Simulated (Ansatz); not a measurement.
# Cu (Fm-3m) in Ansatz: a series of runs

One crystal, Cu, is run at these levels: PBE, BLYP+D4, revPBE+D3(BJ); tasks: single point, relaxation of cell and atoms.

Everything below comes from runs of Ansatz 0.2.0. Logs are shortened: lines on timing, memory, paths and dates and some standing lists are left out, and cuts for length are marked.

### 1 The structure

It takes space group Fm-3m (No. 225, cubic). The conventional cell has a = 3.615 Å, b = 3.615 Å, c = 3.615 Å, α = 90.00°, β = 90.00°, γ = 90.00°. Around Cu (site symmetry m-3m) lie 12 Cu at 2.56 Å.

### 2 Single point, PBE

input.yaml

```yaml
crystal:
  lattice:
    - [0.0, 1.8075, 1.8075]
    - [1.8075, 0.0, 1.8075]
    - [1.8075, 1.8075, 0.0]
  atoms:
    - { symbol: Cu, position: [0.0, 0.0, 0.0] }
kpoints:
  mp_grid: { grid: [9, 9, 9] }
scf:
  occupations: { method: fermi_dirac, width: 0.03 }
hamiltonian:
  xc: pbe
  pseudopotentials: { kind: all_electron, lapw: { basis_error: 0.002 } }
output:
  forces: true
  stress: true
  eigenvalues: true
```

Potentials or basis: all-electron LAPW, scalar-relativistic.

On the command line:

```bash
$ ansatz run input.yaml --threads 1 --pin off --max-ram 3072MiB --backend cpu --events-out ev --progress --plain --runs-dir out
```

Output:

```text
Warning: RAYON_NUM_THREADS=1 ignored (pool sized by the plan → 1); use --threads N
LAPW: plane waves up to 8.457 Å⁻¹, error target 2.0e-3 eV per atom; small_component_spin mean_spin; Cu in spheres of 1.278 Å, 19 of its electrons in bands, Dirac shells [] (how accurate: hamiltonian.pseudopotentials.lapw.basis_error, Limitations)
Engine: ansatz 0.2.0, x86_64-unknown-linux-gnu
Pseudopotentials: kind: all_electron
Pseudopotential: Cu, LAPW, valence charge 19, lapw/all_electron/scalar/gaussian/Cu, Koelling and Harmon's equation, gaussian nucleus
Functional definition: PBE
  parameter kappa = 0.804
  parameter beta = 0.06672455060314922
  exchange = pbe_x(kappa = kappa, mu = beta*pi^2/3)
  correlation = pbe_c(beta = beta)
Crystal: 1 atoms, lattice volume = 11.810 Å³
Basis set: ecut = 272.49086239724824 eV, 113 PW (Γ), exchange–correlation at level 2
Bands: 14, of which v1, the nominal top of the filled ones, is band 10 counted from 1 (9 counted from 0)
Symmetry: 48 space group operations
Space group: Fm-3m (ITA 225), of the structure as read, at distance tolerance 2.3e-5 Å
k-points: 35 of 729
Non-local potential: Cu, projectors of the file, none
Initial density: superposition of atomic densities (chi_scale 0.1, normalization cell)
Initial wavefunctions: plane waves of lowest kinetic energy (no species holds an atomic orbital)
Functional: x = pbe(κ = 0.804, μ = 0.2195149727645171), c = pbe(β = 0.06672455060314922)
iter 1 solved again at ethr=5.81e-4 eV; its pass at ethr=1.00e-1 eV (dr2=1.10e-1 eV) is discarded
SCF iter   1: F=—  HF=-45035.180150 eV  |F-HF|=—  |Δ(HF+E_count)|=         —  Δρ=4.44e-2  dr2=1.11e-1  ethr=5.81e-4  ⟨swp⟩=2.6  Hψ=3484  notcnv=0
preconditioner: auto → none  [insulator: Δε(μ)=0.196 eV  Ē_g=15.921 eV  σ=0.030 eV  W_gap=0.87  n_scr=0 (ndim 8)  ℏωp=35.8 eV  f_vac=0.000  D(μ)=0.42/eV (n_scr^D=0)  ε∞_Penn≈6.1]
SCF iter   2: F=—  HF=-45036.010973 eV  |F-HF|=—  |Δ(HF+E_count)|=   8.31e-1  Δρ=2.68e-2  dr2=4.23e-2  ethr=5.81e-4  ⟨swp⟩=3.0  Hψ=1715  notcnv=0
iter 3 solved again at ethr=2.33e-6 eV; its pass at ethr=2.23e-4 eV (dr2=4.43e-4 eV) is discarded
SCF iter   3: F=—  HF=-45034.396903 eV  |F-HF|=—  |Δ(HF+E_count)|=    1.61e0  Δρ=2.36e-3  dr2=4.42e-4  ethr=2.33e-6  ⟨swp⟩=2.0  Hψ=2536  notcnv=0
SCF iter   4: F=—  HF=-45034.312565 eV  |F-HF|=—  |Δ(HF+E_count)|=   8.43e-2  Δρ=4.81e-3  dr2=1.25e-3  ethr=2.33e-6  ⟨swp⟩=3.0  Hψ=1670  notcnv=0
SCF iter   5: F=—  HF=-45034.305179 eV  |F-HF|=—  |Δ(HF+E_count)|=   7.39e-3  Δρ=8.65e-4  dr2=3.88e-5  ethr=2.33e-6  ⟨swp⟩=2.2  Hψ=1340  notcnv=0
SCF iter   6: F=—  HF=-45034.304977 eV  |F-HF|=—  |Δ(HF+E_count)|=   2.02e-4  Δρ=2.10e-5  dr2=2.55e-8  ethr=2.04e-7  ⟨swp⟩=2.0  Hψ=1317  notcnv=0
SCF iter   7: F=-45034.304977 eV  HF=-45034.304977 eV  |F-HF|=5.52e-8  |Δ(HF+E_count)|=   5.48e-8  Δρ=5.07e-6  dr2=1.75e-9  ethr=1.34e-10  ⟨swp⟩=3.0  Hψ=1443  notcnv=0
SCF 1 converged in 7 iterations: F = -45034.304977 eV  dr2 = 1.75e-9
SCF converged after 7 iterations
Free energy (F): -45034.304977 eV
Harris-Foulkes:  -45034.304977 eV  (|F-HF|=5.52e-8)
Internal energy: -45034.304509 eV  (E = F + TS)
E sigma→0 (E₀):  -45034.304743 eV
Entropy (-TS):   -0.000468 eV (-0.468 meV/atom)
Fermi energy:    16.729970 eV
--- Per-component energies (eV) ---
  E_band       = -362.220217
  E_kinetic    = 45808.612086
  E_xc         = -1840.668488
  E_electrostatic = -89002.248108  (all electrons and nuclei)
  E_smearing   = -0.000468  (= −TS)
  E_closure    = 0.000000  (closes the sum)
  E_atoms      = -45030.532457  (free atoms, spherical and without spin; not in F)
  Σ components = -45034.304977   (vs F -45034.304977, Δ=0.00e0)
  Basis errors (estimates in eV, not in F): energy 3.9e-4 per atom: plane waves 3.8e-4 (2.0e-4 summed), levels above the bands 5.7e-293, relativity 4.6e-9, radial functions 8.4e-6, core shells 1.1e-11; eigenvalues (radial functions only) 4.7e-6; not estimated: angular momenta, meshes, grids; target (lapw.basis_error) 2.0e-3; muffin-tin radii Cu 1.278 Å
--- Forces (eV/Å), atoms counted from 1 ---
  atom   1  Cu     0.00000000    -0.00000000    -0.00000000
  max |Σ_I F_I| component: 3.78e-31 eV/Å
--- Stress (GPa, compression-positive) ---
        1.789559      -0.000000       0.000000
       -0.000000       1.789559       0.000000
        0.000000       0.000000       1.789559
  P = ⅓ Tr σ = 1.7896 GPa (17.896 kbar)
--- Band table (eV; the first three rows and the last of 35) ---
  k-point 0: bands = ["-95.9557", "-53.2700", "-53.2700", "-53.2700", "7.2031", "13.6164", "13.6164", "13.6164", "14.4489", "14.4489", "39.2092", "41.8243", "41.8243", "41.8243"]
  k-point 1: bands = ["-95.9541", "-53.2826", "-53.2719", "-53.2719", "7.6499", "13.5255", "13.6943", "13.6943", "14.4225", "14.4225", "36.1058", "39.8887", "40.7734", "40.7734"]
  k-point 2: bands = ["-95.9500", "-53.3145", "-53.2767", "-53.2767", "8.9158", "13.3653", "13.7818", "13.7818", "14.4787", "14.4787", "30.3999", "39.2870", "39.6042", "39.6042"]
  k-point 34: bands = ["-95.9375", "-53.3482", "-53.3350", "-53.3089", "12.4941", "12.9179", "13.2346", "14.4361", "15.1050", "20.7129", "23.7840", "25.6486", "26.4154", "43.3294"]
```

Run time: 1.9 s. Hardware: 1 thread of Intel Xeon Platinum 8488C (Sapphire Rapids), shared host; peak memory 0.27 GiB.

What came out:

```
Free energy            : -45034.3050 eV
Pressure               : 1.8 GPa
Band gap on the k mesh : none (metal or under the smearing width)
```

Levels at points of the mesh, in eV from the Fermi level:
```
           k point  band 7  band 8  band 9  band 10  band 11  band 12  band 13  band 14
(0.00, 0.00, 0.00)   -3.11   -3.11   -2.28    -2.28    22.48    25.09    25.09    25.09
```

Caveat: the k mesh is thin for a metal, which can move the energy by tens of meV per atom.

### 3 Single point, PBE

input.yaml

```yaml
crystal:
  lattice:
    - [0.0, 1.8075, 1.8075]
    - [1.8075, 0.0, 1.8075]
    - [1.8075, 1.8075, 0.0]
  atoms:
    - { symbol: Cu, position: [0.0, 0.0, 0.0] }
kpoints:
  mp_grid: { grid: [13, 13, 13] }
scf:
  occupations: { method: gaussian, width: 0.023 }
hamiltonian:
  xc: pbe
  pseudopotentials: { kind: all_electron, lapw: { basis_error: 0.001 } }
output:
  forces: true
  stress: true
  eigenvalues: true
```

Potentials or basis: all-electron LAPW, scalar-relativistic.

On the command line:

```bash
$ ansatz run input.yaml --threads 1 --pin off --max-ram 3072MiB --backend cpu --events-out ev --progress --plain --runs-dir out
```

Output:

```text
Warning: RAYON_NUM_THREADS=1 ignored (pool sized by the plan → 1); use --threads N
LAPW: plane waves up to 8.793 Å⁻¹, error target 1.0e-3 eV per atom; small_component_spin mean_spin; Cu in spheres of 1.278 Å, 19 of its electrons in bands, Dirac shells [] (how accurate: hamiltonian.pseudopotentials.lapw.basis_error, Limitations)
[... 8 set-up lines as earlier in the session ...]
Crystal: 1 atoms, lattice volume = 11.810 Å³
[... 28 lines left out ...]
  E_band       = -362.444464
  E_kinetic    = 45808.567621
  E_xc         = -1840.647738
  E_electrostatic = -89002.212103  (all electrons and nuclei)
  E_smearing   = -0.000153  (= −TS)
  E_closure    = 0.000000  (closes the sum)
  E_atoms      = -45030.532457  (free atoms, spherical and without spin; not in F)
  Σ components = -45034.292374   (vs F -45034.292374, Δ=0.00e0)
  Basis errors (estimates in eV, not in F): energy 1.7e-4 per atom: plane waves 1.6e-4 (1.2e-4 summed), levels above the bands 0.0e0, relativity 7.5e-9, radial functions 6.7e-6, core shells 1.1e-11; eigenvalues (radial functions only) 2.9e-6; not estimated: angular momenta, meshes, grids; target (lapw.basis_error) 1.0e-3; muffin-tin radii Cu 1.278 Å
--- Forces (eV/Å), atoms counted from 1 ---
  atom   1  Cu     0.00000000    -0.00000000    -0.00000000
  max |Σ_I F_I| component: 2.63e-31 eV/Å
--- Stress (GPa, compression-positive) ---
        1.650368      -0.000000       0.000000
       -0.000000       1.650368      -0.000000
        0.000000      -0.000000       1.650368
  P = ⅓ Tr σ = 1.6504 GPa (16.504 kbar)
--- Band table (eV; the first three rows and the last of 84) ---
  k-point 0: bands = ["-95.9710", "-53.2848", "-53.2848", "-53.2848", "7.2017", "13.6041", "13.6041", "13.6041", "14.4364", "14.4364", "39.2085", "41.8229", "41.8229", "41.8229"]
  k-point 1: bands = ["-95.9702", "-53.2910", "-53.2857", "-53.2857", "7.4171", "13.5583", "13.6444", "13.6444", "14.4210", "14.4210", "37.7483", "40.1254", "41.1947", "41.1947"]
  k-point 2: bands = ["-95.9680", "-53.3081", "-53.2883", "-53.2883", "8.0486", "13.4462", "13.7314", "13.7314", "14.4065", "14.4065", "33.8921", "39.6929", "40.2693", "40.2693"]
  k-point 83: bands = ["-95.9526", "-53.3609", "-53.3521", "-53.3251", "12.4797", "12.9551", "13.1960", "14.4074", "15.1251", "21.4698", "23.4308", "25.4011", "25.8730", "43.7508"]
```

It took 4.5 s on 1 thread of Intel Xeon Platinum 8488C (Sapphire Rapids), shared host; peak memory 0.31 GiB.

What came out:

* Free energy: -45034.2924 eV
* Pressure: 1.7 GPa
* Band gap on the k mesh: none (metal or under the smearing width)

Levels at points of the mesh, in eV from the Fermi level:
```
           k point  band 8  band 9  band 10  band 11  band 12  band 13
(0.00, 0.00, 0.00)   -3.21   -2.38    -2.38    22.39    25.01    25.01
```

### 4 Relaxation of cell and atoms, BLYP+D4

input.yaml: that of step 3 with these lines changed.

```diff
@@ -10,5 +10,6 @@
 scf:
-  occupations: { method: gaussian, width: 0.023 }
+  occupations: { method: fermi_dirac, width: 0.05 }
 hamiltonian:
-  xc: pbe
+  xc: blyp
+  dispersion: d4
   pseudopotentials: { kind: all_electron, lapw: { basis_error: 0.001 } }
@@ -17,2 +18,5 @@
   stress: true
-  eigenvalues: true
+relax:
+  f_tol: 0.01
+  max_steps: 60
+  cell: {}
```

Potentials or basis: all-electron LAPW, scalar-relativistic.

On the command line:

```bash
$ ansatz run input.yaml --threads 1 --pin off --max-ram 3072MiB --backend cpu --events-out ev --progress --plain --runs-dir out
```

Output:

```text
Warning: RAYON_NUM_THREADS=1 ignored (pool sized by the plan → 1); use --threads N
The last accepted step is kept in <dir> (removed where the run ends without a failure and the disk answers)
LAPW: plane waves up to 9.111 Å⁻¹, error target 1.0e-3 eV per atom; small_component_spin mean_spin; Cu in spheres of 1.240 Å, 19 of its electrons in bands, Dirac shells [] (how accurate: hamiltonian.pseudopotentials.lapw.basis_error, Limitations)
[... 3 set-up lines as earlier in the session ...]
Functional definition: BLYP
  parameter beta = 0.0042
  parameter a = 0.04918
  parameter b = 0.132
  parameter c = 0.2533
  parameter d = 0.349
  exchange = b88_x(beta = beta)
  correlation = lyp_c(a = a, b = b, c = c, d = d)
Crystal: 1 atoms, lattice volume = 11.810 Å³
Basis set: ecut = 316.2972968460266 eV, 169 PW (Γ), exchange–correlation at level 2
Bands: 14, of which v1, the nominal top of the filled ones, is band 10 counted from 1 (9 counted from 0)
[... 2 set-up lines as earlier in the session ...]
k-points: 84 of 2197
[... 3 set-up lines as earlier in the session ...]
Functional: x = b88, c = lyp
iter 1 solved again at ethr=5.80e-4 eV; its pass at ethr=1.00e-1 eV (dr2=1.10e-1 eV) is discarded
SCF iter   1: F=—  HF=-45045.047277 eV  |F-HF|=—  |Δ(HF+E_count)|=         —  Δρ=4.37e-2  dr2=1.11e-1  ethr=5.80e-4  ⟨swp⟩=2.6  Hψ=8294  notcnv=0
preconditioner: auto → none  [metal: Δε(μ)=0.058 eV  Ē_g=16.146 eV  σ=0.050 eV  W_gap=0.28  n_scr=0 (ndim 8)  ℏωp=35.8 eV  f_vac=0.000  D(μ)=0.38/eV (n_scr^D=0)]
SCF iter   2: F=—  HF=-45045.634353 eV  |F-HF|=—  |Δ(HF+E_count)|=   5.87e-1  Δρ=2.85e-2  dr2=4.95e-2  ethr=5.80e-4  ⟨swp⟩=3.0  Hψ=4004  notcnv=0
iter 3 solved again at ethr=2.81e-6 eV; its pass at ethr=2.60e-4 eV (dr2=5.35e-4 eV) is discarded
SCF iter   3: F=—  HF=-45044.444461 eV  |F-HF|=—  |Δ(HF+E_count)|=    1.19e0  Δρ=2.61e-3  dr2=5.35e-4  ethr=2.81e-6  ⟨swp⟩=2.0  Hψ=5925  notcnv=0
SCF iter   4: F=—  HF=-45044.382495 eV  |F-HF|=—  |Δ(HF+E_count)|=   6.20e-2  Δρ=4.06e-3  dr2=8.98e-4  ethr=2.81e-6  ⟨swp⟩=3.0  Hψ=3835  notcnv=0
[... 36 lines left out ...]
iter 2 solved again at ethr=3.89e-12 eV; its pass at ethr=7.07e-11 eV (dr2=7.38e-10 eV) is discarded
SCF iter   2: F=-45044.384410 eV  HF=-45044.384410 eV  |F-HF|=2.55e-8  |Δ(HF+E_count)|=   3.45e-7  Δρ=3.51e-6  dr2=7.39e-10  ethr=3.89e-12  ⟨swp⟩=2.0  Hψ=5488  notcnv=0
SCF 4 converged in 2 iterations: F = -45044.384410 eV  dr2 = 7.39e-10
relax step   4: F+E_penalty+E_count = -45044.38440959 eV  Δ(F+E_penalty+E_count) = -7.492e-6 eV  max|allowed force component| = 0.000e0 eV/Å  Δτ_max = 0.0000 Å  P = -0.007 GPa  Ω = 11.430 Å³  (2 SCF iters, accepted)
iter 1 solved again at ethr=3.92e-12 eV; its pass at ethr=1.00e-1 eV (dr2=7.46e-10 eV) is discarded
SCF iter   1: F=—  HF=-45044.384410 eV  |F-HF|=—  |Δ(HF+E_count)|=         —  Δρ=3.52e-6  dr2=7.44e-10  ethr=3.92e-12  ⟨swp⟩=3.0  Hψ=6059  notcnv=0
preconditioner: auto → none  [metal: Δε(μ)=0.207 eV  Ē_g=17.558 eV  σ=0.050 eV  W_gap=0.49  n_scr=0 (ndim 8)  ℏωp=36.4 eV  f_vac=0.000  D(μ)=0.30/eV (n_scr^D=0)]
SCF iter   2: F=-45044.384410 eV  HF=-45044.384410 eV  |F-HF|=4.21e-8  |Δ(HF+E_count)|=   3.30e-7  Δρ=6.04e-6  dr2=2.07e-9  ethr=3.92e-12  ⟨swp⟩=3.0  Hψ=3636  notcnv=0
SCF 5 converged in 2 iterations: F = -45044.384410 eV  dr2 = 2.07e-9
relax step   5: F+E_penalty+E_count = -45044.38440979 eV  Δ(F+E_penalty+E_count) = -1.995e-7 eV  max|allowed force component| = 0.000e0 eV/Å  Δτ_max = 0.0000 Å  P = -0.005 GPa  Ω = 11.430 Å³  stress off target by 5.34e-3 GPa  SCF on the basis re-selected at this cell (its energy is not comparable with the rows above)  (2 SCF iters)
basis re-selected at this cell: Δ(F+E_penalty+E_count) = -1.995e-7 eV, ΔP = +0.002 GPa vs the last step (what re-selecting the basis moved, after the strain that the cell walked since its last selection, with what the two solves' SCF thresholds leave and, on support functions, any second-order correction that the steps lacked; it is no measure of the basis error at this ecutwfc). This SCF's stress stands 5.34e-3 GPa from its target on what of the cell is left free (relax.cell.stress_tol is 5.00e-2 GPa) and its largest allowed force component is 0.00e0 eV/Å (relax.f_tol is 1.00e-2 eV/Å): within both
SCF converged after 2 iterations
Free energy (F): -45044.384410 eV
Harris-Foulkes:  -45044.384410 eV  (|F-HF|=4.21e-8)
Internal energy: -45044.381875 eV  (E = F + TS)
E sigma→0 (E₀):  -45044.383142 eV
Entropy (-TS):   -0.002535 eV (-2.535 meV/atom)
Fermi energy:    18.008259 eV
--- Per-component energies (eV) ---
  E_band       = -341.762261
  E_kinetic    = 45824.010572
  E_xc         = -1850.366294
  E_electrostatic = -89016.897651  (all electrons and nuclei)
  E_disp       = -1.128502  (pairwise vdW)
  E_smearing   = -0.002535  (= −TS)
  E_closure    = 0.000000  (closes the sum)
  E_atoms      = -45040.325552  (free atoms, spherical and without spin; not in F)
  Σ components = -45044.384410   (vs F -45044.384410, Δ=0.00e0)
  Basis errors (estimates in eV, not in F): energy 2.2e-4 per atom: plane waves 2.2e-4 (1.2e-4 summed), levels above the bands 5.2e-158, relativity 2.4e-7, radial functions 3.8e-6, core shells 5.4e-11; eigenvalues (radial functions only) 1.7e-6; not estimated: angular momenta, meshes, grids; target (lapw.basis_error) 1.0e-3; muffin-tin radii Cu 1.226 Å
--- Forces (eV/Å), atoms counted from 1 ---
  atom   1  Cu    -0.00000000     0.00000000    -0.00000000
  max |Σ_I F_I| component: 1.48e-31 eV/Å
--- Stress (GPa, compression-positive) ---
       -0.005345       0.000000       0.000000
        0.000000      -0.005345       0.000000
        0.000000       0.000000      -0.005345
  P = ⅓ Tr σ = -0.0053 GPa (-0.053 kbar)
--- Relaxed structure (4 steps of the walk, 4 accepted, 1 SCFs on fresh bases) ---
  F+E_penalty+E_count = -45044.38440979 eV   max|allowed force component| = 0.000e0 eV/Å   (the final SCF, on the basis selected at the relaxed cell)
  cell:  # Å, volume = 11.4299 Å³
    - [3.8215290246716928e-34, 1.7878748123042991, 1.7878748123042991]
    - [1.7878748123042991, 6.369215041119484e-35, 1.7878748123042991]
    - [1.7878748123042991, 1.7878748123042991, 2.8661467685037666e-35]
  atoms:
    - { symbol: Cu, position: [0.0, 0.0, 0.0] }
```

It took 15 s on 1 thread of Intel Xeon Platinum 8488C (Sapphire Rapids), shared host; peak memory 0.33 GiB.

What came out:

```
Free energy                            : -45044.3844 eV
Relaxed volume                         : 11.43 Å³/atom
Relaxed cell                           : a = 2.528 Å, b = 2.528 Å, c = 2.528 Å, α = 60.00°, β = 60.00°, γ = 60.00°
Space group after relaxing (to 0.05 Å) : Fm-3m (No. 225)
Energy gained by relaxing              : 6.0 meV/atom
Ionic steps                            : 5
Pressure after relaxing                : 0.0 GPa
```

Step by step:
```tsv
step	energy change (eV)	largest force (eV/Å)	volume (Å³)
1	0.0000	0.0000	11.81
2	-0.0045	0.0000	11.61
3	-0.0060	0.0000	11.42
4	-0.0060	0.0000	11.43
5	-0.0060	0.0000	11.43
```

Final structure:
```
Cu
1.0
     0.00000    1.78787    1.78787
     1.78787    0.00000    1.78787
     1.78787    1.78787    0.00000
Cu
1
Direct
  0.00000 0.00000 0.00000
```

### 5 Relaxation of cell and atoms, revPBE+D3(BJ)

input.yaml: that of step 4 with these lines changed.

```diff
@@ -12,4 +12,4 @@
 hamiltonian:
-  xc: blyp
-  dispersion: d4
+  xc: revpbe
+  dispersion: d3bj
   pseudopotentials: { kind: all_electron, lapw: { basis_error: 0.001 } }
@@ -19,3 +19,3 @@
 relax:
-  f_tol: 0.01
+  f_tol: 0.005
   max_steps: 60
```

On the command line:

```bash
$ ansatz run input.yaml --threads 1 --pin off --max-ram 3072MiB --backend cpu --events-out ev --progress --plain --runs-dir out
```

Run time: 16 s. Hardware: 1 thread of Intel Xeon Platinum 8488C (Sapphire Rapids), shared host; peak memory 0.33 GiB.

The run converged. Its results:

```yaml
Free_energy: -45039.1456 eV
Relaxed_volume: 10.99 Å³/atom
Relaxed_cell: a = 2.496 Å, b = 2.496 Å, c = 2.496 Å, α = 60.00°, β = 60.00°, γ = 60.00°
Space_group_after_relaxing_to_0.05_Å: Fm-3m (No. 225)
Energy_gained_by_relaxing: 29.8 meV/atom
Ionic_steps: 6
Pressure_after_relaxing: 0.0 GPa
```

The path:
```tsv
step	energy change (eV)	largest force (eV/Å)	volume (Å³)
1	0.0000	0.0000	11.81
2	-0.0227	0.0000	11.38
3	-0.0296	0.0000	10.93
4	-0.0298	0.0000	10.99
5	-0.0298	0.0000	10.99
6	-0.0298	0.0000	10.99
```

Final structure:
```cif
data_structure
_symmetry_space_group_name_H-M 'P 1'
_symmetry_Int_Tables_number 1
_cell_length_a 2.4955
_cell_length_b 2.4955
_cell_length_c 2.4955
_cell_angle_alpha 60.000
_cell_angle_beta 60.000
_cell_angle_gamma 60.000
_cell_volume 10.99
loop_
_atom_site_label
_atom_site_type_symbol
_atom_site_fract_x
_atom_site_fract_y
_atom_site_fract_z
_atom_site_occupancy
Cu1 Cu 0.00000 0.00000 0.00000 1
```

### 6 The runs side by side

```csv
task,level,cell,k mesh,cutoff (eV),smearing,basis error allowed,gap on the mesh (eV),pressure (GPa),relaxed volume (Å³/atom)
single point,PBE,as given,9 × 9 × 9,272,fermi-dirac 0.03 eV,0.002 eV/atom,none,1.8,-
single point,PBE,as given,13 × 13 × 13,295,gaussian 0.023 eV,0.001 eV/atom,none,1.7,-
relaxation of cell and atoms,BLYP+D4,relaxed,13 × 13 × 13,-,fermi-dirac 0.05 eV,0.001 eV/atom,-,0.0,11.43
relaxation of cell and atoms,revPBE+D3(BJ),relaxed,13 × 13 × 13,-,fermi-dirac 0.05 eV,0.001 eV/atom,-,0.0,10.99
```

Alike in all rows: potentials or basis all-electron LAPW, scalar-relativistic; no spin polarisation.

Caveats: the k mesh is thin for a metal, which can move the energy by tens of meV per atom (some runs).

Compare energies only between runs with the same functional and basis.
